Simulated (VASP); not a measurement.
# OZnH2 in VASP: notebook

The runs below take OZnH2 through single point, relaxation of the atoms, with PBE+D3(BJ), BLYP+D3(BJ), r2SCAN0+D3(BJ).

All numbers are computed with VASP 6.6.1; they aren't measurements. Logs are shortened: lines on timing, memory, paths and dates and some standing lists are left out, and cuts for length are marked.

## Step 1: The molecule as given

The cell holds a molecule in a box, 4 atoms: a = 10.000 Å, b = 13.000 Å, c = 11.000 Å, α = 90.00°, β = 90.00°, γ = 90.00°.

## Step 2: Single point, PBE+D3(BJ)

File INCAR:

```
PREC = Accurate
ENCUT = 400
EDIFF = 1E-6
ISMEAR = 0
SIGMA = 0.01
LREAL = False
LASPH = True
NELM = 60
ALGO = Normal
ISIF = 2
LWAVE = False
LCHARG = False
GGA = PE
IVDW = 12
```

File KPOINTS:

```
Automatic mesh
0
Gamma
  1 1 1
```

File POSCAR:

```
ZnH2O
1.0
   10.0000000000      0.0000000000      0.0000000000
    0.0000000000     13.0000000000      0.0000000000
    0.0000000000      0.0000000000     11.0000000000
O Zn H
1 1 2
Direct
    0.5357200000      0.4141000000      0.5662681800
    0.5046800000      0.5348384600      0.4965318200
    0.4668800000      0.3630153800      0.5619590900
    0.4878700000      0.6402153800      0.4399136400
```

Potentials or basis: VASP PAW PBE potentials, release 64 (O_s, Zn, H_s).

Started as:

```console
$ cat potpaw_PBE.64/O_s/POTCAR potpaw_PBE.64/Zn/POTCAR potpaw_PBE.64/H_s/POTCAR > POTCAR
$ mpirun -np 1 vasp_gam > vasp.out
```

OUTCAR:

```text
PREC = Accurate
   ENCUT = 400
   EDIFF = 1E-6
   ISMEAR = 0
   LREAL = False
   LASPH = True
   NELM = 60
   ISIF = 2
   GGA = PE
   IVDW = 12
 IVDW          = 12

 ion  position               nearest neighbor table
   1  0.536  0.414  0.566-   3 0.96   2 1.77
   2  0.505  0.535  0.497-   4 1.51   1 1.77
   3  0.467  0.363  0.562-   1 0.96
   4  0.488  0.640  0.440-   2 1.51

  LATTYP: Found a simple orthorhombic cell.
 ALAT       =    10.0000000000
 B/A-ratio  =     1.1000000000
 C/A-ratio  =     1.3000000000

  Lattice vectors:

 A1 = ( -10.0000000000,   0.0000000000,   0.0000000000)
 A2 = (   0.0000000000,   0.0000000000,  11.0000000000)
 A3 = (   0.0000000000,  13.0000000000,   0.0000000000)

Analysis of symmetry for initial positions (statically):
=====================================================================
 Subroutine PRICEL returns:
 Original cell was already a primitive cell.

 Routine SETGRP: Setting up the symmetry group for a
 simple orthorhombic supercell.

 Subroutine GETGRP returns: Found  1 space group operations
 (whereof  1 operations were pure point group operations)
 out of a pool of  8 trial point group operations.

The static configuration has the point symmetry C_1 .

Analysis of symmetry for dynamics (positions and initial velocities):
=====================================================================
 Subroutine PRICEL returns:
 Original cell was already a primitive cell.

 Routine SETGRP: Setting up the symmetry group for a
 simple orthorhombic supercell.

 Subroutine GETGRP returns: Found  1 space group operations
 (whereof  1 operations were pure point group operations)
 out of a pool of  8 trial point group operations.

The dynamic configuration has the point symmetry C_1 .

 Subroutine INISYM returns: Found  1 space group operations
 (whereof  1 operations are pure point group operations),
 and found     1 'primitive' translations

----------------------------------------------------------------------------------------

                                     Primitive cell

  volume of cell :    1430.0000

  direct lattice vectors                    reciprocal lattice vectors
    10.000000000  0.000000000  0.000000000     0.100000000  0.000000000  0.000000000
     0.000000000 13.000000000  0.000000000     0.000000000  0.076923077  0.000000000
[... 67 lines left out ...]
   EDIFFG = 0.1E-04   stopping-criterion for IOM
   NSW    =      0    number of steps for IOM
   IBRION =     -1    ionic relax: 0-MD 1-quasi-New 2-CG
   NFREE  =      0    steps in history (QN), initial steepest desc. (CG)
   ISIF   =      2    stress and relaxation
   ISYM   =      2    0-nonsym 1-usesym 2-fastsym
   POTIM  = 0.5000    time-step for ionic-motion
   TEBEG  =    0.0;   TEEND  =   0.0 temperature during run
   PSTRESS=    0.0 pullay stress
   NELECT =      20.0000    total number of electrons
   NUPDOWN=      -1.0000    fix difference up-down
   EMIN   =  10.00;   EMAX   =-10.00  energy-range for DOS
   EFERMI =   0.00;   METHOD = LEGACY
   ISMEAR =     0;   SIGMA  =   0.01  broadening in eV -4-tet -1-fermi 0-gaus
   EFERMI_NEDOS =   21; number of points for ismear=-14 and -15
   IALGO  =     38    algorithm
   IMIX   =      4    mixing-type and parameters
     AMIX     =   0.40;   BMIX     =  1.00
     AMIX_MAG =   1.60;   BMIX_MAG =  1.00
  volume/ion in A,a.u.               =     357.50      2412.53
  Fermi-wavevector in a.u.,A,eV,Ry     =   0.394433  0.745370  2.116755  0.155577
  Thomas-Fermi vector in A             =   1.339184
   LORBIT       =      0    0 simple, 1 ext, 2 COOP (PROOUT), +10 PAW based schemes
   GGA     = PE    functional components
   LHFCALC =     F    Hartree Fock is set to
   AEXX    =    0.0000 exact exchange contribution
   IVDW    =    12    specifies the selected vdW correction
   LEPSILON=     F    determine dielectric tensor
   LRPA    =     F    only Hartree local field effects (RPA)
 non-spin polarized calculation
 Gauss-broadening in eV      SIGMA  =   0.01
  energy-cutoff  :      400.00
  volume of cell :     1430.00
 maximum number of plane-waves:     12989
 NGX is ok and might be reduce to    70
   NGX = 33   NGY = 43   NGZ = 35

 number of electron      19.9999988 magnetization

 Free energy of the ion-electron system (eV)
  ---------------------------------------------------
  ext. energy  EPLUGINS =         0.00000000
  ---------------------------------------------------
  free energy    TOTEN  =       -14.18356757 eV

  energy without entropy =      -14.18356757  energy(sigma->0) =      -14.18356757

 E-fermi :  -6.4715     XC(G=0):  -0.7116

 val. band max:       -6.5558435373   @ k =   0.0000   0.0000   0.0000
 cond. band min:      -1.2153497517   @ k =   0.0000   0.0000   0.0000
 fundamental gap:      5.3404937855
 Fermi energy:        -6.4714529499

 k-point     1 :       0.0000    0.0000    0.0000
  band No.  band energies     occupation
      1     -23.6620      2.00000
      2     -12.6632      2.00000
      3     -11.4330      2.00000
      4     -11.3060      2.00000
      5     -11.2830      2.00000
      6     -11.2821      2.00000
      7      -9.9831      2.00000
      8      -8.1873      2.00000
      9      -7.1571      2.00000
     10      -6.5558      2.00000
     11      -1.2153      0.00000
     12      -0.8323      0.00000
     13      -0.7379      0.00000
     14      -0.0567      0.00000

------------------------ aborting loop because EDIFF is reached ----------------------------------------

 Edisp (eV)   -0.03564

 E8    (eV) :    -0.0120

  FORCE on cell =-STRESS in cart. coord.  units (eV):
  Direction    XX          YY          ZZ          XY          YZ          ZX
  --------------------------------------------------------------------------------------
  -------------------------------------------------------------------------------------
  Total       0.85305     0.64079    -0.15532     0.95263     0.12515     0.07030
  in kB       0.95576     0.71794    -0.17402     1.06734     0.14022     0.07877
  external pressure =        0.50 kB  Pullay stress =        0.00 kB

 VOLUME and BASIS-vectors are now :
 -----------------------------------------------------------------------------
  energy-cutoff  :      400.00
  volume of cell :     1430.00
      direct lattice vectors                 reciprocal lattice vectors
    10.000000000  0.000000000  0.000000000     0.100000000  0.000000000  0.000000000
     0.000000000 13.000000000  0.000000000     0.000000000  0.076923077  0.000000000
     0.000000000  0.000000000 11.000000000     0.000000000  0.000000000  0.090909091

 POSITION                                       TOTAL-FORCE (eV/Angst)
 -----------------------------------------------------------------------------------
      5.35720      5.38330      6.22895         1.469771      1.264849      0.162675
      5.04680      6.95290      5.46185        -0.093342      0.339892     -0.178963
      4.66880      4.71920      6.18155        -1.426301     -1.374033     -0.098760
      4.87870      8.32280      4.83905         0.049872     -0.230707      0.115048
 -----------------------------------------------------------------------------------
    total drift:                                0.001001     -0.002112      0.000174

  FREE ENERGIE OF THE ION-ELECTRON SYSTEM (eV)
  ---------------------------------------------------
  free  energy   TOTEN  =       -14.2192123799 eV

  energy  without entropy=      -14.2192123799  energy(sigma->0) =      -14.21921238
```

Run time: 3.2 min. Hardware: 1 thread of Intel Xeon Platinum 8259CL at 2.50GHz (Skylake/Cascade Lake), shared host; peak memory 0.88 GiB.

Results:

| Item | Value |
| --- | --- |
| Free energy | -14.2192 eV |
| Largest force | 1.983 eV/Å |
| Gap between the frontier levels | 5.34 eV |
| Dispersion energy per atom | -0.009 eV |

Forces on the atoms (eV/Å):
```
O    1.470  1.265  0.163
Zn  -0.093  0.340 -0.179
H   -1.426 -1.374 -0.099
H    0.050 -0.231  0.115
```

## Step 3: Relaxation of the atoms, BLYP+D3(BJ)

File INCAR:

```
AGGAC = 1.0
AGGAX = 1.0
ALDAC = 0.0
ALDAX = 1.0
ALGO = Normal
EDIFF = 1E-6
EDIFFG = -0.02
ENCUT = 400
GGA = B5
IBRION = 2
ISIF = 2
ISMEAR = 0
IVDW = 12
LASPH = True
LCHARG = False
LREAL = False
LWAVE = False
NELM = 60
NSW = 60
PREC = Accurate
SIGMA = 0.01
VDW_A1 = 0.4298
VDW_A2 = 4.2359
VDW_S6 = 1.0
VDW_S8 = 2.6996
```

File KPOINTS:

```
k-points
0
Gamma
  1 1 1
```

POSCAR is that of step 2.

Potentials or basis: VASP PAW PBE potentials, release 64 (O_s, Zn, H_s).

Started as:

```console
$ cat potpaw_PBE.64/O_s/POTCAR potpaw_PBE.64/Zn/POTCAR potpaw_PBE.64/H_s/POTCAR > POTCAR
$ mpirun -np 1 vasp_gam > vasp.out
```

It took 25 min on 1 thread of Intel Xeon Platinum 8259CL at 2.50GHz (Skylake/Cascade Lake), shared host; peak memory 0.97 GiB.

Results (log left out):

| Property | Result |
| --- | --- |
| Free energy | -13.8393 eV |
| Energy gained by relaxing | 10.5 meV/atom |
| Ionic steps | 12 |
| Largest force after relaxing | 0.011 eV/Å |
| Gap between the frontier levels | 5.13 eV |
| Dispersion energy per atom | -0.020 eV |

Forces on the atoms (eV/Å):
```
O   -0.004  0.000 -0.001
Zn  -0.008  0.004 -0.007
H    0.006 -0.005  0.005
H    0.005  0.001  0.002
```

The path:
| step | energy change (eV) | largest force (eV/Å) | pressure (GPa) |
| --- | --- | --- | --- |
| 1 | 0.0000 | 2.0870 | 0.08 |
| 2 | 0.3961 | 4.7165 | -0.16 |
| 3 | -0.0368 | 0.5489 | 0.01 |
| 4 | -0.0369 | 0.5545 | 0.01 |
| 5 | -0.0343 | 0.7276 | -0.02 |
| 6 | -0.0416 | 0.0930 | -0.01 |
| 7 | -0.0419 | 0.0735 | -0.01 |
| 8 | -0.0419 | 0.0879 | -0.01 |
| 9 | -0.0420 | 0.0295 | -0.01 |
| 10 | -0.0420 | 0.0249 | -0.01 |
| 11 | -0.0420 | 0.0254 | -0.01 |
| 12 | -0.0420 | 0.0112 | -0.01 |

Final structure:
```cif
data_structure
_symmetry_space_group_name_H-M 'P 1'
_symmetry_Int_Tables_number 1
_cell_length_a 10.0000
_cell_length_b 13.0000
_cell_length_c 11.0000
_cell_angle_alpha 90.000
_cell_angle_beta 90.000
_cell_angle_gamma 90.000
_cell_volume 1430.00
loop_
_atom_site_label
_atom_site_type_symbol
_atom_site_fract_x
_atom_site_fract_y
_atom_site_fract_z
_atom_site_occupancy
O1 O 0.53756 0.41414 0.56702 1
Zn1 Zn 0.50421 0.53588 0.49582 1
H1 H 0.46540 0.36180 0.56193 1
H2 H 0.48797 0.64035 0.43990 1
```

Levels at points of the mesh, in eV from the valence-band top:
```tsv
k point	band 6	band 7	band 8	band 9	band 10	band 11	band 12	band 13	band 14
(0.00, 0.00, 0.00)	-4.86	-3.47	-1.77	-0.64	0.00	5.13	5.56	5.66	6.41
```

Caveat: the PAW data sets were made with another functional, which shifts forces and pressure a little.

## Step 4: Single point, r2SCAN0+D3(BJ)

File POSCAR:

```
ZnH2O
1.0
   10.0000000000      0.0000000000      0.0000000000
    0.0000000000     13.0000000000      0.0000000000
    0.0000000000      0.0000000000     11.0000000000
O Zn H
1 1 2
Cartesian
    5.3572000000      5.3833000000      6.2289499800
    5.0468000000      6.9528999800      5.4618500200
    4.6688000000      4.7191999400      6.1815499900
    4.8787000000      8.3227999400      4.8390500400
```

File INCAR.step1:

```
PREC     = Accurate       # precision mode
ENCUT    = 400            # plane-wave cutoff, eV
EDIFF    = 1E-5           # SCF threshold, eV
ISMEAR   = 0              # smearing method
SIGMA    = 0.01           # smearing width, eV
LREAL    = False          # projectors in reciprocal space
LASPH    = True           # aspherical terms in the spheres
NELM     = 80             # most SCF steps
ALGO     = Normal         # electronic algorithm
ISIF     = 2              # what is computed and relaxed
LWAVE    = True           # write WAVECAR
LCHARG   = False          # write CHGCAR
NBANDS   = 18             # bands
GGA      = PE             # functional
```

File INCAR.step2:

```
PREC     = Accurate       # precision mode
ENCUT    = 400            # plane-wave cutoff, eV
EDIFF    = 1E-6           # SCF threshold, eV
ISMEAR   = 0              # smearing method
SIGMA    = 0.01           # smearing width, eV
LREAL    = False          # projectors in reciprocal space
LASPH    = True           # aspherical terms in the spheres
NELM     = 80             # most SCF steps
ALGO     = Normal         # electronic algorithm
ISIF     = 2              # what is computed and relaxed
LWAVE    = False          # write WAVECAR
LCHARG   = False          # write CHGCAR
METAGGA  = R2SCAN         # meta-GGA
LHFCALC  = True           # exact exchange
AEXX     = 0.25           # exact-exchange fraction
LMIXTAU  = True         
PRECFOCK = Normal       
IVDW     = 12             # dispersion correction
VDW_S6   = 1.0          
VDW_S8   = 1.1846       
VDW_A1   = 0.4534       
VDW_A2   = 5.8972       
NBANDS   = 18             # bands
ISTART   = 1
```

File KPOINTS:

```
Automatic mesh
0
Gamma
  1 1 1
```

Started as:

```console
$ cat potpaw_PBE.64/O_s/POTCAR potpaw_PBE.64/Zn/POTCAR potpaw_PBE.64/H_s/POTCAR > POTCAR
$ cp INCAR.step1 INCAR
$ mpirun -np 1 vasp_gam > vasp.out
$ cp INCAR.step2 INCAR
$ mpirun -np 1 vasp_gam > vasp.out
```

It took 11 min on 1 thread of Intel Xeon Platinum 8259CL at 2.50GHz (Skylake/Cascade Lake), shared host; peak memory 1 GiB.

It converged, with:

```
Free energy                     : -25.2661 eV
Largest force                   : 1.280 eV/Å
Gap between the frontier levels : 8.10 eV
Dispersion energy per atom      : -0.003 eV
```

Forces on the atoms (eV/Å):
```
O    0.678  1.080 -0.118
Zn   0.058  0.102 -0.025
H   -0.773 -0.825 -0.019
H    0.037 -0.357  0.162
```

Levels at points of the mesh, in eV from the valence-band top:
| k point | band 8 | band 9 | band 10 | band 11 | band 12 | band 13 |
| --- | --- | --- | --- | --- | --- | --- |
| (0.00, 0.00, 0.00) | -1.31 | -0.42 | 0.00 | 8.10 | 8.52 | 8.60 |

Caveat: the PAW data sets were made with another functional, which shifts forces and pressure a little.

## Step 5: The reference run

An earlier run on the cell as given: functional PBE; potentials or basis VASP PAW PBE potentials, release 64 (O, Zn, H); cutoff 520 eV; k mesh 1 × 1 × 1; occupations gaussian, width 0.01 eV; no spin polarisation.

* Largest force: 0.661 eV/Å
* Gap between the frontier levels: 5.35 eV

## Step 6: Summary

```tsv
task	level	potentials or basis	cell	cutoff (eV)	grid for exact exchange (PRECFOCK)	exchange at q = 0	gap on the mesh (eV)	largest force (eV/Å)
single point	PBE+D3(BJ)	VASP PAW PBE potentials, release 64 (O_s, Zn, H_s)	as given	400	-	-	5.34	1.98
relaxation of the atoms	BLYP+D3(BJ)	VASP PAW PBE potentials, release 64 (O_s, Zn, H_s)	atoms relaxed	400	-	-	5.13	0.01
single point	r2SCAN0+D3(BJ)	VASP PAW PBE potentials, release 64 (O_s, Zn, H_s)	as given	400	Normal	default	8.10	1.28
single point	PBE	VASP PAW PBE potentials, release 64 (O, Zn, H)	as given	520	-	-	5.35	0.66
```

Alike in all rows: no spin polarisation; k mesh 1 × 1 × 1; smearing gaussian 0.01 eV.

Caveats: the PAW data sets were made with another functional, which shifts forces and pressure a little (some runs).

Absolute energies hang on the potentials; compare differences alone.
